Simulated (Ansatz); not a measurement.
Na: from a first guess to the relaxed hcp type

First guess:

```xyz
2
Lattice="3.5019 0.0000 0.0000 -1.7510 3.0328 0.0000 0.0000 0.0000 5.6731" Properties=species:S:1:pos:R:3 pbc="T T T"
Na    0.0000    2.0218    1.4183
Na    1.7510    1.0109    4.2549
```

The calculation used DFT, PBE, PAW with Ansatz's default frozen-core files, scalar-relativistic (Ansatz 0.2.0).

Cell and atoms relax within the symmetry of the start on a 12×12×7 k mesh with 0.08 eV Fermi–Dirac smearing.

The start is built from a prototype, known or not as a phase of this compound; the cutoff is 420 eV.

Task: What is the pressure of the first guess?

Result: 2.36 GPa.

Task: What does it relax to?

Result: a = 3.749 Å, b = 3.749 Å, c = 6.092 Å, α = 90.00°, β = 90.00°, γ = 120.00° (conventional cell), 37.06 Å³ per atom:
```xyz
2
Lattice="3.7486 0.0000 0.0000 -1.8743 3.2464 0.0000 0.0000 0.0000 6.0915" Properties=species:S:1:pos:R:3 pbc="T T T"
Na    0.0000    2.1642    1.5229
Na    1.8743    1.0821    4.5686
```

Task: How much energy does the relaxation release?

Result: 44 meV/atom.
